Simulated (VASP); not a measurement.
# BN (P1) in VASP: further runs, part 2 of 2

VASP 6.6.1.

### 3 Optical spectrum, LDA (all atoms moved at random, sigma 0.02 Å a component)

The input, INCAR:

```
SYSTEM = BN
  PREC = Accurate
  ENCUT = 520
  EDIFF = 1E-6
  ISMEAR = 0
  SIGMA = 0.02
  LREAL = .FALSE.
  LASPH = .TRUE.
  NELM = 60
  ALGO = Normal
  ISIF = 2
  LWAVE = .FALSE.
  LCHARG = .FALSE.
  GGA = CA
  LOPTICS = .TRUE.
  NBANDS = 28
  NEDOS = 1000
  CSHIFT = 0.05
```

The input, KPOINTS:

```
regular mesh
0
G
  12 12 12
  0 0 0
```

The input, POSCAR:

```
BN
1.0
    1.2511217800      0.7223355000      3.3729344000
   -1.2511217800      0.7223355000      3.3729344000
    0.0000000000     -1.4446710000      3.3729344000
B N
1 1
Direct
    0.9937221600      0.0078664300      0.9976252400
    0.3387108400      0.3245665700      0.3348077600
```

Potentials or basis: VASP PAW LDA potentials, release 64 (B, N).

Command:

```bash
> cat potpaw_LDA.64/B/POTCAR potpaw_LDA.64/N/POTCAR > POTCAR
> mpirun -np 1 vasp_std > vasp.out
```

OUTCAR:

```text
SYSTEM = BN
   PREC = Accurate
   ENCUT = 520
   EDIFF = 1E-6
   ISMEAR = 0
   LREAL = .FALSE.
   LASPH = .TRUE.
   NELM = 60
   ISIF = 2
   GGA = CA

 ion  position               nearest neighbor table
   1  0.994  0.008  0.998-   2 1.42   2 1.44   2 1.48
   2  0.339  0.325  0.335-   1 1.42   1 1.44   1 1.48

  LATTYP: Found a trigonal (rhomboedric) cell.
 ALAT       =     3.6692997629
 COS(alpha) =     0.7674786788

  Lattice vectors:

 A1 = (   1.2511217800,   0.7223355000,   3.3729344000)
 A2 = (  -1.2511217800,   0.7223355000,   3.3729344000)
 A3 = (   0.0000000000,  -1.4446710000,   3.3729344000)

Analysis of symmetry for initial positions (statically):
=====================================================================
 Subroutine PRICEL returns:
 Original cell was already a primitive cell.

 Routine SETGRP: Setting up the symmetry group for a
 trigonal (rhombohedral) supercell.

 Subroutine GETGRP returns: Found  1 space group operations
 (whereof  1 operations were pure point group operations)
[... 651 lines left out ...]
 POSITION                                       TOTAL-FORCE (eV/Angst)
 -----------------------------------------------------------------------------------
      1.23343     -0.71776      6.74322         1.416225     -0.302854     -0.019920
      0.01770     -0.00458      3.36648        -1.416225      0.302854      0.019920
 -----------------------------------------------------------------------------------
    total drift:                               -0.000030     -0.000004      0.000036

  FREE ENERGIE OF THE ION-ELECTRON SYSTEM (eV)
  ---------------------------------------------------
  free  energy   TOTEN  =       -19.2595458498 eV

  energy  without entropy=      -19.2595458498  energy(sigma->0) =      -19.25954585

 electrical conductivity sigma (Mega S m-1) (frequency dependency in vasprun.xml)
  --------------------------------------------------------------------------------------
       0.000       0.000       0.000
       0.000       0.000       0.000
       0.000       0.000       0.000

  frequency dependent IMAGINARY DIELECTRIC FUNCTION (independent particle, no local field effects) density-density
     E(ev)      X         Y         Z        XY        YZ        ZX
  --------------------------------------------------------------------------------------------------------------
     0.00000     0.00000     0.00000     0.00000     0.00000     0.00000     0.00000
     0.97372     0.00000     0.00000     0.00000    -6.31995     0.01536     0.01956
     1.94744     0.00000     0.00000     0.00000    -3.54306     0.00919     0.01084
     2.92116     0.00000     0.00000     0.00000    -2.95625     0.00902     0.00879
     3.89488     0.00000     0.00000     0.00000    -3.52878     0.01880     0.01075
     4.86860    12.77537    13.40922     1.06207     0.00700     0.40207     0.47932
[... 92 lines left out ...]
    95.42457     0.00000     0.00000     0.00000     0.00026     0.00000     0.00001
    96.39829     0.00000     0.00000     0.00000     0.00025     0.00000     0.00001

  frequency dependent      REAL DIELECTRIC FUNCTION (independent particle, no local field effects) density-density
     E(ev)        X           Y           Z          XY          YZ          ZX
  --------------------------------------------------------------------------------------------------------------
     0.00000     4.92567     5.01185     3.02198  -118.97544     0.28289     0.37771
     0.97372     5.00808     5.09895     3.04079    -0.10087    -0.00092     0.00929
     1.94744     5.29027     5.39789     3.10157     0.17541    -0.00189     0.01083
     2.92116     5.93104     6.08000     3.22240     0.32663    -0.00309     0.01738
     3.89488     7.67352     7.94845     3.47433     0.73121    -0.00786     0.04865
     4.86860    11.19689    13.48501     4.13299     9.24837    -0.21615     0.30474
[... 92 lines left out ...]
    95.42457     0.93506     0.93498     0.93412    -0.00018     0.00000    -0.00000
    96.39829     0.93651     0.93643     0.93566    -0.00018     0.00000    -0.00000

  frequency dependent IMAGINARY DIELECTRIC FUNCTION (independent particle, no local field effects) current-current
     E(ev)      X         Y         Z        XY        YZ        ZX
  --------------------------------------------------------------------------------------------------------------
     0.00000     0.00000     0.00000     0.00000   -60.99541     0.14669     0.20151
     0.97372     0.00000     0.00000     0.00000    -6.31265     0.01546     0.02083
     1.94744     0.00000     0.00000     0.00000    -3.53121     0.00923     0.01159
     2.92116     0.00000     0.00000     0.00000    -2.94389     0.00907     0.00955
     3.89488     0.00000     0.00000     0.00000    -3.50969     0.01894     0.01219
     4.86860    12.76075    13.43157     1.06325     0.20657     0.39739     0.48463
[... 92 lines left out ...]
    95.42457     0.00000     0.00000     0.00000     0.00026     0.00000     0.00001
    96.39829     0.00000     0.00000     0.00000     0.00025     0.00000     0.00001

  frequency dependent      REAL DIELECTRIC FUNCTION (independent particle, no local field effects) current-current
     E(ev)        X           Y           Z          XY          YZ          ZX
  --------------------------------------------------------------------------------------------------------------
     0.00000     4.92547     5.01285     3.02174     0.22276    -0.00158     0.00768
     0.97372     5.00703     5.09910     3.04036     0.23480    -0.00169     0.00827
     1.94744     5.28905     5.39798     3.10112     0.27891    -0.00211     0.01056
     2.92116     5.92938     6.07989     3.22190     0.39309    -0.00326     0.01727
     3.89488     7.67008     7.94711     3.47364     0.80295    -0.00828     0.04877
     4.86860    10.96751    13.24183     4.11334     9.22946    -0.22412     0.29281
[... 92 lines left out ...]
    95.42457     0.93507     0.93497     0.93412    -0.00022     0.00000     0.00000
    96.39829     0.93652     0.93643     0.93567    -0.00021     0.00000    -0.00000
```

OSZICAR:

```text
N       E                     dE             d eps       ncg     rms          rms(c)
DAV:   1     0.252983001887E+02    0.25298E+02   -0.37161E+03 49072   0.267E+02
DAV:   2    -0.204416207383E+02   -0.45740E+02   -0.43901E+02 59988   0.962E+01
DAV:   3    -0.212649163881E+02   -0.82330E+00   -0.81974E+00 58628   0.108E+01
DAV:   4    -0.212658989679E+02   -0.98258E-03   -0.98254E-03 56180   0.407E-01
DAV:   5    -0.212659000568E+02   -0.10889E-05   -0.10889E-05 56228   0.134E-02    0.783E+00
DAV:   6    -0.195122876397E+02    0.17536E+01   -0.45860E+00 53572   0.517E+00    0.349E+00
DAV:   7    -0.193180475824E+02    0.19424E+00   -0.13787E-01 58460   0.139E+00    0.208E+00
DAV:   8    -0.192598284893E+02    0.58219E-01   -0.76078E-02 55324   0.867E-01    0.241E-01
DAV:   9    -0.192595724869E+02    0.25600E-03   -0.15008E-03 54288   0.175E-01    0.131E-01
DAV:  10    -0.192595455241E+02    0.26963E-04   -0.14217E-04 58548   0.466E-02    0.241E-02
DAV:  11    -0.192595458498E+02   -0.32569E-06   -0.29040E-06 55368   0.644E-03
   1 F= -.19259546E+02 E0= -.19259546E+02  d E =-.428221E-12
 imaginary and real dielectric function
```

It took 5.5 min on 1 thread of AMD EPYC 9R45 (Zen 5), shared host; peak memory 0.53 GiB.

What came out:

```
Free energy            : -19.2595 eV
Pressure               : -3.3 GPa
Largest force          : 1.448 eV/Å
Band gap on the k mesh : 3.90 eV, indirect (least direct gap 4.50 eV)
```

Forces on the atoms (eV/Å):
```
B    1.416 -0.303 -0.020
N   -1.416  0.303  0.020
```

Levels at points of the mesh, in eV from the valence-band top:
| k point | band 1 | band 2 | band 3 | band 4 | band 5 | band 6 | band 7 | band 8 |
| --- | --- | --- | --- | --- | --- | --- | --- | --- |
| (0.00, 0.00, 0.00) | -17.57 | -4.22 | -1.73 | -0.88 | 4.83 | 10.98 | 12.14 | 12.97 |
| (0.50, 0.00, 0.00) | -14.40 | -8.95 | -3.93 | -0.52 | 4.94 | 9.90 | 12.66 | 14.65 |
| (0.00, 0.50, 0.00) | -14.30 | -8.83 | -4.31 | -0.75 | 5.39 | 9.84 | 12.71 | 14.69 |
| (0.00, 0.00, 0.50) | -14.37 | -8.92 | -4.02 | -0.58 | 5.06 | 9.85 | 12.68 | 14.65 |
| (0.50, 0.50, 0.00) | -14.30 | -8.79 | -4.08 | -1.18 | 4.02 | 9.85 | 13.87 | 17.16 |
| (0.50, 0.00, 0.50) | -14.23 | -8.70 | -4.37 | -1.34 | 4.35 | 9.84 | 13.82 | 17.20 |
| (0.00, 0.50, 0.50) | -14.33 | -8.82 | -3.99 | -1.11 | 3.90 | 9.90 | 13.89 | 17.14 |
| (0.50, 0.50, 0.50) | -17.30 | -6.26 | -1.75 | -0.90 | 9.82 | 10.89 | 12.04 | 12.40 |

Dielectric function (mean over the directions given):
```csv
energy (eV),real part,imaginary part
0.29,4.33,0.00
1.27,4.43,0.00
2.34,4.74,0.00
3.31,5.42,0.00
4.38,8.83,0.00
5.45,2.40,8.74
6.43,-0.17,3.81
7.50,1.16,1.54
8.57,2.63,1.04
9.54,3.35,2.16
10.61,2.39,1.71
11.59,2.97,2.12
12.66,4.39,1.36
13.73,3.03,7.97
14.70,-0.36,6.50
15.77,-0.62,2.71
16.85,-0.40,1.80
17.82,-0.66,1.66
18.89,-0.45,1.50
19.96,-0.18,1.17
```

Caveat: spectra need much finer meshes, so this one isn't converged; independent-particle spectra lack excitons; forces of over 1 eV/Å show positions far from the minimum, so gaps and moduli don't describe the material at rest.

### 4 Density of states, LDA (all atoms moved at random, sigma 0.02 Å a component)

POSCAR is that of step 3.

The input, INCAR.step1:

```
SYSTEM = BN
  PREC = Accurate
  ENCUT = 520
  EDIFF = 1E-7
  ISMEAR = 0
  SIGMA = 0.02
  LREAL = .FALSE.
  LASPH = .TRUE.
  NELM = 100
  ALGO = Fast
  ISIF = 2
  LWAVE = .FALSE.
  LCHARG = .TRUE.
  GGA = CA
  NBANDS = 11
```

The input, KPOINTS.step1:

```
Automatic mesh
0
G
  12 12 12
  0 0 0
```

The input, INCAR.step2:

```
SYSTEM = BN
  PREC = Accurate
  ENCUT = 520
  EDIFF = 1E-7
  ISMEAR = -5
  SIGMA = 0.02
  LREAL = .FALSE.
  LASPH = .TRUE.
  NELM = 100
  ALGO = Fast
  ISIF = 2
  LWAVE = .FALSE.
  LCHARG = .FALSE.
  GGA = CA
  LORBIT = 11
  NBANDS = 11
  NEDOS = 2001
  ICHARG = 11
```

The input, KPOINTS.step2:

```
Automatic mesh
0
G
  18 18 18
  0 0 0
```

Command:

```bash
> cat potpaw_LDA.64/B/POTCAR potpaw_LDA.64/N/POTCAR > POTCAR
> cp INCAR.step1 INCAR
> cp KPOINTS.step1 KPOINTS
> mpirun -np 1 vasp_std > vasp.out
> cp INCAR.step2 INCAR
> cp KPOINTS.step2 KPOINTS
> mpirun -np 1 vasp_std > vasp.out
```

Run time: 7.5 min. Hardware: 1 thread of AMD EPYC 9R45 (Zen 5), shared host; peak memory 0.62 GiB.

The run converged. Its results:

```
Valence electrons inside the program's atomic spheres : B 2.18; N 3.98
```

Levels at points of the mesh, in eV from the valence-band top:
| k point | band 1 | band 2 | band 3 | band 4 | band 5 | band 6 | band 7 | band 8 |
| --- | --- | --- | --- | --- | --- | --- | --- | --- |
| (0.00, 0.00, 0.00) | -17.63 | -4.27 | -1.79 | -0.93 | 4.78 | 10.93 | 12.09 | 12.92 |
| (0.50, 0.00, 0.00) | -14.45 | -9.00 | -3.98 | -0.58 | 4.88 | 9.84 | 12.61 | 14.59 |
| (0.00, 0.50, 0.00) | -14.36 | -8.89 | -4.37 | -0.80 | 5.34 | 9.78 | 12.66 | 14.64 |
| (0.00, 0.00, 0.50) | -14.43 | -8.97 | -4.07 | -0.64 | 5.00 | 9.79 | 12.62 | 14.60 |
| (0.50, 0.50, 0.00) | -14.36 | -8.85 | -4.13 | -1.23 | 3.97 | 9.79 | 13.82 | 17.11 |
| (0.50, 0.00, 0.50) | -14.28 | -8.76 | -4.42 | -1.40 | 4.29 | 9.79 | 13.77 | 17.14 |
| (0.00, 0.50, 0.50) | -14.38 | -8.87 | -4.04 | -1.17 | 3.85 | 9.84 | 13.84 | 17.09 |
| (0.50, 0.50, 0.50) | -17.35 | -6.31 | -1.80 | -0.95 | 9.76 | 10.83 | 11.98 | 12.34 |

States per cell in windows of 1 eV (zero at the valence-band top; states under -8 eV left out):
| from (eV) | total | N2_p | B1_p | B1_s | N2_s | B1_d | N2_d |
| --- | --- | --- | --- | --- | --- | --- | --- |
| -8.0 | 0.41 | 0.16 | 0.07 | 0.08 | 0.02 | 0.00 | 0.00 |
| -7.0 | 0.47 | 0.20 | 0.08 | 0.10 | 0.02 | 0.00 | 0.00 |
| -6.0 | 0.67 | 0.28 | 0.15 | 0.07 | 0.02 | 0.00 | 0.00 |
| -5.0 | 1.04 | 0.48 | 0.29 | 0.05 | 0.01 | 0.00 | 0.00 |
| -4.0 | 0.85 | 0.41 | 0.22 | 0.02 | 0.01 | 0.00 | 0.00 |
| -3.0 | 0.74 | 0.36 | 0.17 | 0.01 | 0.00 | 0.00 | 0.00 |
| -2.0 | 0.67 | 0.34 | 0.10 | 0.00 | 0.00 | 0.00 | 0.00 |
| -1.0 | 0.47 | 0.25 | 0.03 | 0.00 | 0.00 | 0.00 | 0.00 |
| 0.0 | 0.00 | 0.00 | 0.00 | 0.00 | 0.00 | 0.00 | 0.00 |
| 1.0 | 0.00 | 0.00 | 0.00 | 0.00 | 0.00 | 0.00 | 0.00 |
| 2.0 | 0.00 | 0.00 | 0.00 | 0.00 | 0.00 | 0.00 | 0.00 |
| 3.0 | 0.00 | 0.00 | 0.00 | 0.00 | 0.00 | 0.00 | 0.00 |
| 4.0 | 0.42 | 0.03 | 0.18 | 0.00 | 0.00 | 0.00 | 0.00 |
| 5.0 | 0.51 | 0.06 | 0.18 | 0.00 | 0.01 | 0.00 | 0.00 |
| 6.0 | 0.42 | 0.08 | 0.09 | 0.00 | 0.01 | 0.00 | 0.00 |
| 7.0 | 0.41 | 0.10 | 0.06 | 0.00 | 0.02 | 0.00 | 0.00 |

### 5 The runs side by side

```csv
task,k mesh for the DOS,occupations for the DOS,gap on the mesh (eV)
Born charges and dielectric tensor,-,-,3.90
optical spectrum,-,-,3.90
density of states,18 × 18 × 18,tetrahedron,-
```

Alike in all rows: level LDA; potentials or basis VASP PAW LDA potentials, release 64 (B, N); no spin polarisation; cell all atoms moved at random, sigma 0.02 Å a component; k mesh 12 × 12 × 12; cutoff (eV) 520; smearing gaussian 0.02 eV.

Caveats: spectra need much finer meshes, so this one isn't converged (some runs); independent-particle spectra lack excitons (some runs); forces of over 1 eV/Å show positions far from the minimum, so gaps and moduli don't describe the material at rest (some runs).

Total energies depend on the potentials used, so only differences within one code and one set of settings carry meaning.
